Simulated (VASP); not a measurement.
# CdS (Fm-3m) in VASP: a series of runs, part 3 of 3

VASP 6.6.1.

### 5 Dielectric tensor, PBEsol

INCAR reads:

```
PREC = Accurate
ENCUT = 300
EDIFF = 1E-8
ISMEAR = 0
SIGMA = 0.01
LREAL = F
LASPH = T
NELM = 100
ALGO = Normal
ISIF = 2
LWAVE = F
LCHARG = F
GGA = PS
LEPSILON = T
```

KPOINTS reads:

```
regular mesh
0
Gamma
  10 10 10
```

POSCAR reads:

```
CdS
1.0
    0.0000000000      2.7532440000      2.7532440000
    2.7532440000      0.0000000000      2.7532440000
    2.7532440000      2.7532440000      0.0000000000
Cd S
1 1
Direct
    0.0000000000      0.0000000000      0.0000000000
    0.5000000000      0.5000000000      0.5000000000
```

Potentials or basis: VASP PAW PBE potentials, release 64 (Cd, S).

On the command line:

```console
$ cat potpaw_PBE.64/Cd/POTCAR potpaw_PBE.64/S/POTCAR > POTCAR
$ mpirun -np 1 vasp_std > vasp.out
```

OUTCAR:

```text
PREC = Accurate
   ENCUT = 300
   EDIFF = 1E-8
   ISMEAR = 0
   LREAL = F
   LASPH = T
   NELM = 100
   ISIF = 2
   GGA = PS
   LEPSILON = T

 Found     47 irreducible k-points:

 Following reciprocal coordinates:
            Coordinates               Weight
  0.000000  0.000000  0.000000      1.000000
  0.100000  0.000000  0.000000      8.000000
  0.200000  0.000000  0.000000      8.000000
  0.300000  0.000000  0.000000      8.000000
  0.400000  0.000000  0.000000      8.000000
  0.500000  0.000000  0.000000      4.000000
   k-points           NKPTS =     47   k-points in BZ     NKDIM =     47   number of bands    NBANDS=     13
   number of dos      NEDOS =    301   number of ions     NIONS =      2
   total plane-waves  NPLWV =  13824
   dimension x,y,z NGX =    24 NGY =   24 NGZ =   24
   dimension x,y,z NGXF=    48 NGYF=   48 NGZF=   48
   ions per type =               1   1
   NGX,Y,Z   is equivalent  to a cutoff of  10.25, 10.25, 10.25 a.u.
   NGXF,Y,Z  is equivalent  to a cutoff of  20.49, 20.49, 20.49 a.u.
 SYSTEM =  unknown system
   PREC   = accura    normal or accurate (medium, high low for compatibility)
   ISTART =      0    job   : 0-new  1-cont  2-samecut
   ICHARG =      2    charge: 1-file 2-atom 10-const
   ISPIN  =      1    spin polarized calculation?
   LNONCOLLINEAR =      F non collinear calculations
   LSORBIT =      F    spin-orbit coupling
   LASPH  =      T    aspherical Exc in radial PAW
   ENCUT  =  300.0 eV  22.05 Ry    4.70 a.u.   5.50  5.50  5.50*2*pi/ulx,y,z
   NELM   =    100;   NELMIN=  2; NELMDL= -5     # of ELM steps
   EDIFF  = 0.1E-07   stopping-criterion for ELM
   LREAL  =      F    real-space projection
   EDIFFG = 0.1E-06   stopping-criterion for IOM
   NSW    =      0    number of steps for IOM
   IBRION =     -1    ionic relax: 0-MD 1-quasi-New 2-CG
   NFREE  =      0    steps in history (QN), initial steepest desc. (CG)
   ISIF   =      2    stress and relaxation
   ISYM   =      2    0-nonsym 1-usesym 2-fastsym
   POTIM  = 0.5000    time-step for ionic-motion
   TEBEG  =    0.0;   TEEND  =   0.0 temperature during run
   PSTRESS=    0.0 pullay stress
   NELECT =      18.0000    total number of electrons
   NUPDOWN=      -1.0000    fix difference up-down
   EMIN   =  10.00;   EMAX   =-10.00  energy-range for DOS
   EFERMI =   0.00;   METHOD = LEGACY
   ISMEAR =     0;   SIGMA  =   0.01  broadening in eV -4-tet -1-fermi 0-gaus
   EFERMI_NEDOS =   21; number of points for ismear=-14 and -15
   IALGO  =     38    algorithm
   IMIX   =      4    mixing-type and parameters
     AMIX     =   0.40;   BMIX     =  1.00
     AMIX_MAG =   1.60;   BMIX_MAG =  1.00
  volume/ion in A,a.u.               =      20.87       140.84
  Fermi-wavevector in a.u.,A,eV,Ry     =   1.236833  2.337275 20.813583  1.529755
  Thomas-Fermi vector in A             =   2.371425
   LORBIT       =      0    0 simple, 1 ext, 2 COOP (PROOUT), +10 PAW based schemes
   GGA     = PS    functional components
   LHFCALC =     F    Hartree Fock is set to
   AEXX    =    0.0000 exact exchange contribution
   IVDW    =     0    specifies the selected vdW correction
   LEPSILON=     T    determine dielectric tensor
   LRPA    =     F    only Hartree local field effects (RPA)
 non-spin polarized calculation
 Gauss-broadening in eV      SIGMA  =   0.01
  energy-cutoff  :      300.00
  volume of cell :       41.74
 maximum number of plane-waves:       531
 NGX is ok and might be reduce to    24
   NGX = 11   NGY = 11   NGZ = 11

--------------------------------------- Ionic step        1  -------------------------------------------
[... 111 lines left out ...]
  -------------------------------------------------------------------------------------
  Total       -1.0667933     -1.0667933     -1.0667933      0.0000000      0.0000000      0.0000000
  in kB      -40.9474409    -40.9474409    -40.9474409      0.0000000      0.0000000      0.0000000
  external PRESSURE =     -40.9474409 kB  Pullay stress =       0.0000000 kB

 VOLUME and BASIS-vectors are now :
 -----------------------------------------------------------------------------
  energy-cutoff  :      300.00
  volume of cell :       41.74
      direct lattice vectors                 reciprocal lattice vectors
     0.000000000  2.753244000  2.753244000    -0.181603955  0.181603955  0.181603955
     2.753244000  0.000000000  2.753244000     0.181603955 -0.181603955  0.181603955
     2.753244000  2.753244000  0.000000000     0.181603955  0.181603955 -0.181603955

 POSITION                                       TOTAL-FORCE (eV/Angst)
 -----------------------------------------------------------------------------------
      0.00000      0.00000      0.00000         0.000000      0.000000      0.000000
      2.75324      2.75324      2.75324        -0.000000      0.000000     -0.000000
 -----------------------------------------------------------------------------------
    total drift:                                0.000000     -0.000000     -0.000000

  FREE ENERGIE OF THE ION-ELECTRON SYSTEM (eV)
  ---------------------------------------------------
  free  energy   TOTEN  =        -6.6168253613 eV

  energy  without entropy=       -6.6168253613  energy(sigma->0) =       -6.61682536

 HEAD OF MICROSCOPIC STATIC DIELECTRIC TENSOR (INDEPENDENT PARTICLE, excluding Hartree and local field effects)
 ------------------------------------------------------
          10.210674    -0.000000     0.000000
           0.000000    10.210674     0.000000
          -0.000000    -0.000000    10.210674
 ------------------------------------------------------

 Free energy of the ion-electron system (eV)
  ---------------------------------------------------
  ---------------------------------------------------
  free energy    TOTEN  =        -1.06275361 eV

  energy without entropy =       -1.06275361

------------------------ aborting loop because EDIFF is reached ----------------------------------------

--------------------------------------- Ionic step        2  -------------------------------------------

------------------------ aborting loop because EDIFF is reached ----------------------------------------

--------------------------------------- Ionic step        3  -------------------------------------------

 Free energy of the ion-electron system (eV)
  ---------------------------------------------------
  ---------------------------------------------------
  free energy    TOTEN  =        -1.06275366 eV

  energy without entropy =       -1.06275366

------------------------ aborting loop because EDIFF is reached ----------------------------------------

 PIEZOELECTRIC TENSOR FIELD DIRECTION 3  (e Angst)
 -----------------------------------------------------------------------------
    -0.00044  0.00000  0.00000           ( -0.00000  0.00000  0.00000)
     0.00000 -0.00044  0.00000           (  0.00000 -0.00000  0.00000)
     0.00000  0.00000 -0.00210           (  0.00000  0.00000  0.00001)

 PIEZOELECTRIC TENSOR FIELD DIRECTION 3  (C/m^2)
 -----------------------------------------------------------------------------
    -0.00017  0.00000  0.00000
     0.00000 -0.00017  0.00000
     0.00000  0.00000 -0.00081

 MACROSCOPIC STATIC DIELECTRIC TENSOR (including local field effects in DFT)
 ------------------------------------------------------
           9.771892    -0.000000    -0.000000
           0.000000     9.771892    -0.000000
           0.000000     0.000000     9.771892
 ------------------------------------------------------

 PIEZOELECTRIC TENSOR (including local field effects)  for field in x, y, z        (e  Angst)
          XX          YY          ZZ          XY          YZ          ZX
  --------------------------------------------------------------------------------
  x     0.00000     0.00000     0.00000     0.00000     0.00000     0.00000
  y     0.00000     0.00000     0.00000     0.00000     0.00000     0.00000
  z     0.00000     0.00000     0.00000     0.00000     0.00000     0.00000

 PIEZOELECTRIC TENSOR (including local field effects)  for field in x, y, z        (C/m^2)
          XX          YY          ZZ          XY          YZ          ZX
  --------------------------------------------------------------------------------
  x     0.00000     0.00000     0.00000     0.00000     0.00000     0.00000
  y     0.00000     0.00000     0.00000     0.00000     0.00000     0.00000
  z     0.00000     0.00000     0.00000     0.00000     0.00000     0.00000

 BORN EFFECTIVE CHARGES (including local field effects) (in |e|, cummulative output)
 ---------------------------------------------------------------------------------
 ion    1
    1     3.01892     0.00000     0.00000
    2     0.00000     3.01892    -0.00000
    3     0.00000    -0.00000     3.01892
 ion    2
    1    -3.01892     0.00000    -0.00000
    2     0.00000    -3.01892     0.00000
    3    -0.00000     0.00000    -3.01892
```

stdout:

```text
POSCAR found type information on POSCAR CdS
 POSCAR found :  2 types and       2 ions
 scaLAPACK will be used
 -----------------------------------------------------------------------------
|                                                                             |
|                                                                             |
|     You enforced a specific xc type in the INCAR file but a different       |
[... 28 lines left out ...]
  Direction:   1
 dielectric tensor                  component  1 :     9.772     3.353     0.959
 Linear response to external field, progress :
  Direction:   2
 dielectric tensor                  component  2 :     3.277     9.772     0.091
 Linear response to external field, progress :
  Direction:   3
 dielectric tensor                  component  3 :     0.844     2.444     9.772
 Born effective charges drift removed
```

Wall time 78 s (1 thread of AMD EPYC 9R45 (Zen 5), shared host); peak memory 0.17 GiB.

The run converged, but some of its settings lie outside the range that counts as converged, so its numbers aren't taken as properties of the crystal.

Results:

| Property | Result |
| --- | --- |
| Band gap on the k mesh | 0.12 eV, indirect (least direct gap 1.41 eV) |
| Electronic dielectric tensor (diagonal) | 9.77 |
| Born charges (mean of the diagonal) | Cd +3.02; S -3.02 e |

Caveat: the cutoff is under 1.25 times the usual one of these potentials, so pressure, stress and relaxed cells hold a basis-set (Pulay) error; the gap is small at this level, which inflates the dielectric constant; the PAW data sets were made with another functional, which shifts forces and pressure a little.

### 6 Dielectric tensor, PBEsol

INCAR, as its differences from that of step 5:

```diff
@@ -1,3 +1,3 @@
 PREC = Accurate
-ENCUT = 300
+ENCUT = 350
 EDIFF = 1E-8
```

KPOINTS is that of step 5.

POSCAR is that of step 5.

Potentials or basis: VASP PAW PBE potentials, release 64 (Cd, S).

On the command line:

```console
$ cat potpaw_PBE.64/Cd/POTCAR potpaw_PBE.64/S/POTCAR > POTCAR
$ mpirun -np 1 vasp_std > vasp.out
```

OUTCAR:

```text
PREC = Accurate
   ENCUT = 350
   EDIFF = 1E-8
   ISMEAR = 0
   LREAL = F
   LASPH = T
   NELM = 100
   ISIF = 2
   GGA = PS
   LEPSILON = T

 Found     47 irreducible k-points:

 Following reciprocal coordinates:
            Coordinates               Weight
  0.000000  0.000000  0.000000      1.000000
  0.100000  0.000000  0.000000      8.000000
  0.200000  0.000000  0.000000      8.000000
  0.300000  0.000000  0.000000      8.000000
  0.400000  0.000000  0.000000      8.000000
  0.500000  0.000000  0.000000      4.000000
   k-points           NKPTS =     47   k-points in BZ     NKDIM =     47   number of bands    NBANDS=     13
   number of dos      NEDOS =    301   number of ions     NIONS =      2
   total plane-waves  NPLWV =  13824
   dimension x,y,z NGX =    24 NGY =   24 NGZ =   24
   dimension x,y,z NGXF=    48 NGYF=   48 NGZF=   48
   ions per type =               1   1
   NGX,Y,Z   is equivalent  to a cutoff of  10.25, 10.25, 10.25 a.u.
   NGXF,Y,Z  is equivalent  to a cutoff of  20.49, 20.49, 20.49 a.u.
 SYSTEM =  unknown system
   PREC   = accura    normal or accurate (medium, high low for compatibility)
   ISTART =      0    job   : 0-new  1-cont  2-samecut
   ICHARG =      2    charge: 1-file 2-atom 10-const
   ISPIN  =      1    spin polarized calculation?
   LNONCOLLINEAR =      F non collinear calculations
   LSORBIT =      F    spin-orbit coupling
   LASPH  =      T    aspherical Exc in radial PAW
   ENCUT  =  350.0 eV  25.72 Ry    5.07 a.u.   5.94  5.94  5.94*2*pi/ulx,y,z
[... 206 lines left out ...]

  energy without entropy =       -1.06256215

------------------------ aborting loop because EDIFF is reached ----------------------------------------

 PIEZOELECTRIC TENSOR FIELD DIRECTION 3  (e Angst)
 -----------------------------------------------------------------------------
    -0.00043  0.00000  0.00000           ( -0.00000  0.00000  0.00000)
     0.00000 -0.00043 -0.00000           (  0.00000 -0.00000  0.00000)
     0.00000  0.00000 -0.00211           (  0.00000  0.00000  0.00001)

 PIEZOELECTRIC TENSOR FIELD DIRECTION 3  (C/m^2)
 -----------------------------------------------------------------------------
    -0.00016  0.00000  0.00000
     0.00000 -0.00016 -0.00000
     0.00000  0.00000 -0.00081

 MACROSCOPIC STATIC DIELECTRIC TENSOR (including local field effects in DFT)
 ------------------------------------------------------
           9.769946     0.000000     0.000000
           0.000000     9.769946     0.000000
          -0.000000    -0.000000     9.769946
 ------------------------------------------------------

 PIEZOELECTRIC TENSOR (including local field effects)  for field in x, y, z        (e  Angst)
          XX          YY          ZZ          XY          YZ          ZX
  --------------------------------------------------------------------------------
  x     0.00000     0.00000     0.00000     0.00000     0.00000     0.00000
  y     0.00000     0.00000     0.00000     0.00000     0.00000     0.00000
  z     0.00000     0.00000     0.00000     0.00000     0.00000     0.00000

 PIEZOELECTRIC TENSOR (including local field effects)  for field in x, y, z        (C/m^2)
          XX          YY          ZZ          XY          YZ          ZX
  --------------------------------------------------------------------------------
  x     0.00000     0.00000     0.00000     0.00000     0.00000     0.00000
  y     0.00000     0.00000     0.00000     0.00000     0.00000     0.00000
  z     0.00000     0.00000     0.00000     0.00000     0.00000     0.00000

 BORN EFFECTIVE CHARGES (including local field effects) (in |e|, cummulative output)
 ---------------------------------------------------------------------------------
 ion    1
    1     3.02223     0.00000     0.00000
    2    -0.00000     3.02223    -0.00000
    3     0.00000    -0.00000     3.02223
 ion    2
    1    -3.02223    -0.00000    -0.00000
    2     0.00000    -3.02223     0.00000
    3    -0.00000     0.00000    -3.02223
```

It took 90 s on 1 thread of AMD EPYC 9R45 (Zen 5), shared host; peak memory 0.19 GiB.

These settings aren't checked as converged: the numbers below hold their error.

What came out:

```yaml
Band_gap_on_the_k_mesh: 0.12 eV, indirect (least direct gap 1.41 eV)
Electronic_dielectric_tensor_diagonal: 9.77
Born_charges_mean_of_the_diagonal: Cd +3.02; S -3.02 e
```

Caveat: the gap is small at this level, which inflates the dielectric constant; the PAW data sets were made with another functional, which shifts forces and pressure a little.
